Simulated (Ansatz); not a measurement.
The system is AgBr.

```
Ag Br
1.0
     0.00000    2.87015    2.87015
     2.87015    0.00000    2.87015
     2.87015    2.87015    0.00000
Ag Br
1 1
Direct
  0.00000 0.00000 0.00000
  0.50000 0.50000 0.50000
```

Program: Ansatz 0.2.0. Alike in all runs: cell as given; smearing fermi-dirac 0.05 eV.

Task: Order these runs on this cell by their band gap on the k mesh, lowest first.
A. level r2SCAN; potentials or basis Ansatz PAW; spin SOC, no magnetisation; k mesh 8 × 8 × 8; cutoff (eV) 500; points for each segment of the path 14; mesh quality not flagged
B. level PBEsol; potentials or basis PseudoDojo standard (PBEsol files); spin off; k mesh 8 × 8 × 8; cutoff (eV) 1116; points for each segment of the path 14; mesh quality not flagged
C. level PBE; potentials or basis Ansatz PAW; spin off; k mesh 3 × 3 × 3; cutoff (eV) 420; mesh quality coarse
D. level PBE; potentials or basis Ansatz PAW; spin off; k mesh 8 × 8 × 8; cutoff (eV) 420; points for each segment of the path 14; mesh quality not flagged
E. level RPBE; potentials or basis Ansatz PAW; spin off; k mesh 8 × 8 × 8; cutoff (eV) 420; points for each segment of the path 14; mesh quality not flagged

Result: B (0.50 eV), D (0.67 eV), E (0.84 eV), C (1.03 eV), A (1.21 eV).

Caveats: some runs use coarse meshes; odd divisions of the mesh miss points on the zone boundary, where band edges often lie, so the gap on the mesh can be too wide (some runs).

A k mesh can miss the band edges, odd and even meshes differently.
